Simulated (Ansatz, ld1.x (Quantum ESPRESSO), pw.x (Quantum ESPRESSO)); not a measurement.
**Au (Z = 79): does the RRKJ potential hold in the solid?**

Au, norm-conserving RRKJ (Kleinman–Bylander form), made with ld1.x (Quantum ESPRESSO) 7.5 (PBE, scalar-relativistic). Core [Xe] 4f14, reference 5d10 6s1 6p0. Waves: 6p (bound, empty): rc 3.45 bohr; 5d (bound): rc 1.70 bohr; 6s (bound): rc 1.65 bohr. Local part: the s channel. Core correction: none. rho0 = 0.02.

Atomic tests: cutoffs needed: 40 Ry and 90 Ry (the cutoffs (Ry, on a coarse ladder) from which the occupation-weighted sum of valence levels, in a spherical-Bessel basis at the reference potential, stays within 10 and 1 mRy of its value at 400 Ry); ghost test: no extra level below or beside the all-electron valence levels (p, d, s, f tested) (spherical-Bessel basis up to 400 Ry, 20 bohr box); largest excitation error: -538 meV (all-electron minus pseudo) for 5d7 6s0 6p0, out of 7 test configurations.

Crystal test: diamond Au in pw.x 7.5, no spin, 8³ k-points, Fermi–Dirac smearing 0.01 Ry, cutoffs 110/440 Ry. The lattice is a test structure that the element need not adopt, and mesh and smearing are coarse.

pw.x input:

```
&control
  calculation='scf', prefix='x', pseudo_dir='./', outdir='./tmp', tstress=.true., disk_io='low'
/
&system
  ibrav=0, nat=2, ntyp=1, ecutwfc=110, ecutrho=440, nbnd=20,
  occupations='smearing', smearing='fd', degauss=0.01
/
&electrons
  conv_thr=1e-09, mixing_beta=0.4, electron_maxstep=70
/
ATOMIC_SPECIES
Au 1.0 Au.UPF
CELL_PARAMETERS angstrom
  0.00000000 3.07873057 3.07873057
  3.07873057 0.00000000 3.07873057
  3.07873057 3.07873057 0.00000000
ATOMIC_POSITIONS crystal
Au 0.0000 0.0000 0.0000
Au 0.2500 0.2500 0.2500
K_POINTS automatic
8 8 8 0 0 0
```

```bash
pw.x < Au.scf.in > Au.scf.out
```

Question: How does the run end?

Answer: It converges; the pressure is 1.02 GPa against 0.06 GPa from all-electron LAPW. The largest radius (3.45 bohr) exceeds half the bond length (2.52 bohr), so the spheres overlap, which is one possible source of error among others. This is a poor potential for the solid. The logarithmic derivative shows an extra or strongly shifted pseudo pole above the reference energy (s near 1.39 Ry). The log shows:

```
     Exchange-correlation= PBE
     number of k points=    29  Fermi-Dirac smearing, width (Ry)=  0.0100
     iteration #  1     ecut=   110.00 Ry     beta= 0.40
     total energy              =    -133.29492039 Ry
     estimated scf accuracy    <       0.11273306 Ry
     iteration #  2     ecut=   110.00 Ry     beta= 0.40
     total energy              =    -133.31683883 Ry
     estimated scf accuracy    <       0.00152305 Ry
     iteration #  3     ecut=   110.00 Ry     beta= 0.40
     c_bands:  1 eigenvalues not converged
     c_bands:  1 eigenvalues not converged
     c_bands:  1 eigenvalues not converged
     total energy              =    -133.31723485 Ry
     estimated scf accuracy    <       0.00047758 Ry
     iteration #  4     ecut=   110.00 Ry     beta= 0.40
     total energy              =    -133.31725839 Ry
     estimated scf accuracy    <       0.00003389 Ry
     [... 2 iterations left out ...]
     iteration #  7     ecut=   110.00 Ry     beta= 0.40
     total energy              =    -133.31726609 Ry
     estimated scf accuracy    <          3.3E-09 Ry
     iteration #  8     ecut=   110.00 Ry     beta= 0.40
     total energy              =    -133.31726609 Ry
     estimated scf accuracy    <          6.5E-09 Ry
     iteration #  9     ecut=   110.00 Ry     beta= 0.40
     total energy              =    -133.31726609 Ry
     estimated scf accuracy    <          1.8E-09 Ry
     iteration # 10     ecut=   110.00 Ry     beta= 0.40
     the Fermi energy is     6.6002 ev
!    total energy              =    -133.31726609 Ry
     estimated scf accuracy    <          1.4E-11 Ry
     smearing contrib. (-TS)   =      -0.00388579 Ry
     The total energy is F=E-TS. E is the sum of the following terms:
     one-electron contribution =     -33.75339312 Ry
     hartree contribution      =      33.36594624 Ry
     xc contribution           =     -20.89305017 Ry
     ewald contribution        =    -112.03288326 Ry
     convergence has been achieved in  10 iterations
          total   stress  (Ry/bohr**3)                   (kbar)     P=       10.19
```
